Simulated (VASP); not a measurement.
# Te2Pt in VASP: a series of runs

One slab, Te2Pt, is run at these levels: PBE; tasks: single point.

Everything below comes from runs of VASP 6.6.1. Logs are shortened: lines on timing, memory, paths and dates and some standing lists are left out, and cuts for length are marked.

### Step 1. The structure

The cell holds a slab with vacuum, 3 atoms: a = 4.010 Å, b = 4.010 Å, c = 20.601 Å, α = 90.00°, β = 90.00°, γ = 120.00°.

### Step 2. Single point, PBE

INCAR reads:

```
PREC = Accurate
ENCUT = 650
EDIFF = 1E-7
ISMEAR = 0
SIGMA = 0.05
LREAL = False
LASPH = True
NELM = 120
ALGO = Normal
ISIF = 2
LWAVE = False
LCHARG = False
LDIPOL = True
IDIPOL = 3
DIPOL = 0.5 0.5 0.500
GGA = PE
NBANDS = 22
LVHAR = True
LVACPOTAV = True
```

KPOINTS reads:

```
Automatic mesh
0
Gamma
  8 8 1
```

POSCAR reads:

```
Te2Pt
1.0
    4.0100000000      0.0000000000      0.0000000000
   -2.0050000000      3.4727618700      0.0000000000
    0.0000000000      0.0000000000     20.6005000000
Te Pt
2 1
Direct
    0.6666666667      0.3333333333      0.4368825999
    0.3333333333      0.6666666667      0.5631174001
    0.0000000000      0.0000000000      0.5000000000
```

Potentials or basis: VASP PAW PBE potentials, release 64 (Te, Pt).

On the command line:

```console
cat potpaw_PBE.64/Te/POTCAR potpaw_PBE.64/Pt/POTCAR > POTCAR
mpirun -np 1 vasp_std > vasp.out
```

OUTCAR:

```text
PREC = Accurate
   ENCUT = 650
   EDIFF = 1E-7
   ISMEAR = 0
   LREAL = False
   LASPH = True
   NELM = 120
   ISIF = 2
   GGA = PE

 Found     10 irreducible k-points:

 Following reciprocal coordinates:
            Coordinates               Weight
  0.000000  0.000000  0.000000      1.000000
  0.125000  0.000000  0.000000      6.000000
  0.250000  0.000000  0.000000      6.000000
  0.375000  0.000000  0.000000      6.000000
  0.500000  0.000000  0.000000      3.000000
  0.125000  0.125000  0.000000      6.000000
   k-points           NKPTS =     10   k-points in BZ     NKDIM =     10   number of bands    NBANDS=     22
   number of dos      NEDOS =    301   number of ions     NIONS =      3
   total plane-waves  NPLWV = 233280
   dimension x,y,z NGX =    36 NGY =   36 NGZ =  180
   dimension x,y,z NGXF=    72 NGYF=   72 NGZF=  360
   ions per type =               2   1
   NGX,Y,Z   is equivalent  to a cutoff of  14.92, 14.92, 14.53 a.u.
   NGXF,Y,Z  is equivalent  to a cutoff of  29.85, 29.85, 29.05 a.u.
 SYSTEM =  unknown system
   PREC   = accura    normal or accurate (medium, high low for compatibility)
   ISTART =      0    job   : 0-new  1-cont  2-samecut
   ICHARG =      2    charge: 1-file 2-atom 10-const
   ISPIN  =      1    spin polarized calculation?
   LNONCOLLINEAR =      F non collinear calculations
   LSORBIT =      F    spin-orbit coupling
   LASPH  =      T    aspherical Exc in radial PAW
   ENCUT  =  650.0 eV  47.77 Ry    6.91 a.u.   8.34  8.34 42.82*2*pi/ulx,y,z
   NELM   =    120;   NELMIN=  2; NELMDL= -5     # of ELM steps
   EDIFF  = 0.1E-06   stopping-criterion for ELM
   LREAL  =      F    real-space projection
   EDIFFG = 0.1E-05   stopping-criterion for IOM
   NSW    =      0    number of steps for IOM
   IBRION =     -1    ionic relax: 0-MD 1-quasi-New 2-CG
   NFREE  =      0    steps in history (QN), initial steepest desc. (CG)
   ISIF   =      2    stress and relaxation
   ISYM   =      2    0-nonsym 1-usesym 2-fastsym
   POTIM  = 0.5000    time-step for ionic-motion
   TEBEG  =    0.0;   TEEND  =   0.0 temperature during run
   PSTRESS=    0.0 pullay stress
   NELECT =      22.0000    total number of electrons
   NUPDOWN=      -1.0000    fix difference up-down
   EMIN   =  10.00;   EMAX   =-10.00  energy-range for DOS
   EFERMI =   0.00;   METHOD = LEGACY
   ISMEAR =     0;   SIGMA  =   0.05  broadening in eV -4-tet -1-fermi 0-gaus
   EFERMI_NEDOS =   21; number of points for ismear=-14 and -15
   IALGO  =     38    algorithm
   IMIX   =      4    mixing-type and parameters
     AMIX     =   0.40;   BMIX     =  1.00
     AMIX_MAG =   1.60;   BMIX_MAG =  1.00
  volume/ion in A,a.u.               =      95.63       645.32
  Fermi-wavevector in a.u.,A,eV,Ry     =   0.695531  1.314364  6.582006  0.483764
  Thomas-Fermi vector in A             =   1.778330
   LORBIT       =      0    0 simple, 1 ext, 2 COOP (PROOUT), +10 PAW based schemes
   GGA     = PE    functional components
   LHFCALC =     F    Hartree Fock is set to
   AEXX    =    0.0000 exact exchange contribution
   IVDW    =     0    specifies the selected vdW correction
   LEPSILON=     F    determine dielectric tensor
   LRPA    =     F    only Hartree local field effects (RPA)
 non-spin polarized calculation
 Gauss-broadening in eV      SIGMA  =   0.05
  energy-cutoff  :      650.00
  volume of cell :      286.88
 maximum number of plane-waves:     10867
 NGX is ok and might be reduce to    36
   NGX = 17   NGY = 17   NGZ = 85

 dipolmoment           0.000000      0.000000     -0.000000 electrons x Angstroem

 number of electron      22.0000001 magnetization

 dipolmoment           0.000000      0.000000      0.000000 electrons x Angstroem

 Free energy of the ion-electron system (eV)
  ---------------------------------------------------
  ext. energy  EPLUGINS =         0.00000000
  ---------------------------------------------------
  free energy    TOTEN  =       -13.38887030 eV

  energy without entropy =      -13.38887030  energy(sigma->0) =      -13.38887030

 E-fermi :  -1.2148     XC(G=0):  -3.3647

 val. band max:       -1.4527572259   @ k =   0.1250   0.1250   0.0000
 cond. band min:      -0.6140137630   @ k =   0.2500   0.0000   0.0000
 fundamental gap:      0.8387434629
 Fermi energy:        -1.2147568768

 k-point     1 :       0.0000    0.0000    0.0000
  band No.  band energies     occupation
      1     -14.7137      2.00000
      2     -12.2601      2.00000
      3      -6.9817      2.00000
      4      -6.9817      2.00000
      5      -6.6419      2.00000
      6      -5.0046      2.00000
[... 14 lines left out ...]
     21       4.7214      0.00000
     22       5.9458      0.00000

 k-point     2 :       0.1250    0.0000    0.0000
  band No.  band energies     occupation
      1     -14.5378      2.00000
      2     -12.2837      2.00000
      3      -6.9893      2.00000
      4      -6.8864      2.00000
      5      -6.5073      2.00000
      6      -5.1567      2.00000
[... 14 lines left out ...]
     21       5.3136      0.00000
     22       6.3001      0.00000

 k-point     3 :       0.2500    0.0000    0.0000
  band No.  band energies     occupation
      1     -14.0464      2.00000
      2     -12.3590      2.00000
      3      -6.9699      2.00000
      4      -6.6546      2.00000
      5      -6.2471      2.00000
      6      -5.6763      2.00000
[... 14 lines left out ...]
     21       6.3737      0.00000
     22       6.4662      0.00000

 k-point     4 :       0.3750    0.0000    0.0000
  band No.  band energies     occupation
      1     -13.3760      2.00000
      2     -12.5018      2.00000
      3      -7.4615      2.00000
      4      -6.4643      2.00000
      5      -6.2129      2.00000
      6      -5.5161      2.00000
[... 14 lines left out ...]
     21       6.5325      0.00000
     22       6.7520      0.00000

 k-point     5 :       0.5000    0.0000    0.0000
  band No.  band energies     occupation
      1     -12.8294      2.00000
      2     -12.7719      2.00000
      3      -7.9419      2.00000
      4      -6.4184      2.00000
      5      -5.7372      2.00000
      6      -5.5577      2.00000
[... 14 lines left out ...]
     21       6.5122      0.00000
     22       6.7273      0.00000

 k-point     6 :       0.1250    0.1250    0.0000
  band No.  band energies     occupation
      1     -14.2034      2.00000
      2     -12.3321      2.00000
      3      -6.9509      2.00000
      4      -6.7351      2.00000
      5      -6.2980      2.00000
      6      -5.3901      2.00000
[... 14 lines left out ...]
     21       6.0501      0.00000
     22       6.3934      0.00000

 [... further k-points ...]

------------------------ aborting loop because EDIFF is reached ----------------------------------------

  FORCE on cell =-STRESS in cart. coord.  units (eV):
  Direction    XX          YY          ZZ          XY          YZ          ZX
  --------------------------------------------------------------------------------------
  -------------------------------------------------------------------------------------
  Total        2.5482025      2.5482025      2.8470577      0.0000000      0.0000000      0.0000000
  in kB       14.2313919     14.2313919     15.9004606      0.0000000      0.0000000      0.0000000
  external PRESSURE =      14.7877481 kB  Pullay stress =       0.0000000 kB

 VOLUME and BASIS-vectors are now :
 -----------------------------------------------------------------------------
  energy-cutoff  :      650.00
  volume of cell :      286.88
      direct lattice vectors                 reciprocal lattice vectors
     4.010000000  0.000000000  0.000000000     0.249376559  0.143977623  0.000000000
    -2.005000000  3.472761870  0.000000000     0.000000000  0.287955246  0.000000000
     0.000000000  0.000000000 20.600500000     0.000000000  0.000000000  0.048542511

 POSITION                                       TOTAL-FORCE (eV/Angst)
 -----------------------------------------------------------------------------------
      2.00500      1.15759      9.00000        -0.000000      0.000000     -1.096413
     -0.00000      2.31517     11.60050         0.000000     -0.000000      1.096413
      0.00000      0.00000     10.30025         0.000000      0.000000     -0.000000
 -----------------------------------------------------------------------------------
    total drift:                               -0.000000     -0.000000      0.000000

  FREE ENERGIE OF THE ION-ELECTRON SYSTEM (eV)
  ---------------------------------------------------
  free  energy   TOTEN  =       -13.3888702960 eV

  energy  without entropy=      -13.3888702960  energy(sigma->0) =      -13.38887030

 vacuum level on the upper side and lower side of the slab         3.343         3.343
```

stdout:

```text
POSCAR found type information on POSCAR TePt
 POSCAR found :  2 types and       3 ions
 scaLAPACK will be used
 LDA part: xc-table for (Slater+PW92), standard interpolation
 POSCAR, INCAR and KPOINTS ok, starting setup
 FFT: planning ... GRIDC
 FFT: planning ... GRID_SOFT
 FFT: planning ... GRID
 WAVECAR not read
 entering main loop
 -----------------------------------------------------------------------------
|                                                                             |
|           W    W    AA    RRRRR   N    N  II  N    N   GGGG   !!!           |
|           W    W   A  A   R    R  NN   N  II  NN   N  G    G  !!!           |
|           W    W  A    A  R    R  N N  N  II  N N  N  G       !!!           |
|           W WW W  AAAAAA  RRRRR   N  N N  II  N  N N  G  GGG   !            |
|           WW  WW  A    A  R   R   N   NN  II  N   NN  G    G                |
|           W    W  A    A  R    R  N    N  II  N    N   GGGG   !!!           |
|                                                                             |
|     Did not find any points to average over, which means that no vacuum     |
|     field-free region was found. Please increase the size of  your cell     |
|     in the dimension of the dipole correction to obtain accurate            |
|     workfunction values.                                                    |
|                                                                             |
 -----------------------------------------------------------------------------
```

It took 2.3 min on 1 thread of AMD EPYC 9R45 (Zen 5), shared host; peak memory 0.5 GiB.

The run converged, but some of its settings lie outside the range that counts as converged, so its numbers aren't taken as properties of the slab.

Results:

| Quantity | Value |
| --- | --- |
| Free energy | -13.3889 eV |
| Largest force | 1.096 eV/Å |
| Band gap on the k mesh | 0.84 eV, indirect (least direct gap 1.06 eV) |
| Ionisation potential of the upper face | 4.80 eV |

Caveat: spin-orbit coupling is left out, which moves the levels of the heavy elements.

### Step 3. Single point, PBE

Edit INCAR of step 2 so:

```diff
@@ -1,3 +1,3 @@
 PREC = Accurate
-ENCUT = 650
+ENCUT = 750
 EDIFF = 1E-7
```

KPOINTS is that of step 2.

POSCAR is that of step 2.

Potentials or basis: VASP PAW PBE potentials, release 64 (Te, Pt).

On the command line:

```console
cat potpaw_PBE.64/Te/POTCAR potpaw_PBE.64/Pt/POTCAR > POTCAR
mpirun -np 1 vasp_std > vasp.out
```

Wall time 2.1 min (1 thread of AMD EPYC 9R45 (Zen 5), shared host); peak memory 0.53 GiB.

The run converged, but some of its settings lie outside the range that counts as converged, so its numbers aren't taken as properties of the slab.

Results:

- Free energy: -13.3889 eV
- Largest force: 1.096 eV/Å
- Band gap on the k mesh: 0.84 eV, indirect (least direct gap 1.06 eV)
- Ionisation potential of the upper face: 4.80 eV

Caveat: spin-orbit coupling is left out, which moves the levels of the heavy elements.

### Step 4. Single point, PBE

This run uses another cell than the first one, of 67.77 Å³/atom, 0.709 times its volume.

Edit INCAR of step 3 so:

```diff
@@ -1,3 +1,3 @@
 PREC = Accurate
-ENCUT = 750
+ENCUT = 280
 EDIFF = 1E-7
```

KPOINTS reads:

```
Automatic mesh
0
Gamma
  3 3 1
```

POSCAR reads:

```
Te2Pt
1.0
    4.0100000000      0.0000000000      0.0000000000
   -2.0050000000      3.4727618700      0.0000000000
    0.0000000000      0.0000000000     14.6005000000
Te Pt
2 1
Direct
    0.6666666667      0.3333333333      0.4109448307
    0.3333333333      0.6666666667      0.5890551693
    0.0000000000      0.0000000000      0.5000000000
```

On the command line:

```console
cat potpaw_PBE.64/Te/POTCAR potpaw_PBE.64/Pt/POTCAR > POTCAR
mpirun -np 1 vasp_std > vasp.out
```

Wall time 12 s (1 thread of AMD EPYC 9R45 (Zen 5), shared host); peak memory 0.16 GiB.

These settings aren't checked as converged: the numbers below hold their error.

Results:

* Free energy: -13.5254 eV
* Largest force: 0.966 eV/Å
* Band gap on the k mesh: 1.32 eV, indirect (least direct gap 2.05 eV)
* Ionisation potential of the upper face: 4.72 eV

Caveat: the k mesh is coarse (spacing up to 0.60 Å⁻¹), so the values aren't converged; the cutoff is under 1.25 times the usual one of these potentials, so pressure, stress and relaxed cells hold a basis-set (Pulay) error; spin-orbit coupling is left out, which moves the levels of the heavy elements.

### Step 5. Single point, PBE

This run uses another cell than the first one, of 30.64 Å³/atom, 0.320 times its volume.

Edit INCAR of step 4 so:

```diff
@@ -1,3 +1,3 @@
 PREC = Accurate
-ENCUT = 280
+ENCUT = 460
 EDIFF = 1E-7
```

KPOINTS reads:

```
Automatic mesh
0
Gamma
  5 5 1
```

POSCAR reads:

```
Te2Pt
1.0
    4.0100000000      0.0000000000      0.0000000000
   -2.0050000000      3.4727618700      0.0000000000
    0.0000000000      0.0000000000      6.6005000000
Te Pt
2 1
Direct
    0.6666666667      0.3333333333      0.3030073479
    0.3333333333      0.6666666667      0.6969926521
    0.0000000000      0.0000000000      0.5000000000
```

On the command line:

```console
cat potpaw_PBE.64/Te/POTCAR potpaw_PBE.64/Pt/POTCAR > POTCAR
mpirun -np 1 vasp_std > vasp.out
```

Wall time 10 s (1 thread of AMD EPYC 9R45 (Zen 5), shared host); peak memory 0.14 GiB.

These settings aren't checked as converged: the numbers below hold their error.

Results:

- Free energy: -13.3450 eV
- Largest force: 1.257 eV/Å
- Band gap on the k mesh: 0.54 eV, indirect (least direct gap 0.72 eV)

Caveat: spin-orbit coupling is left out, which moves the levels of the heavy elements.
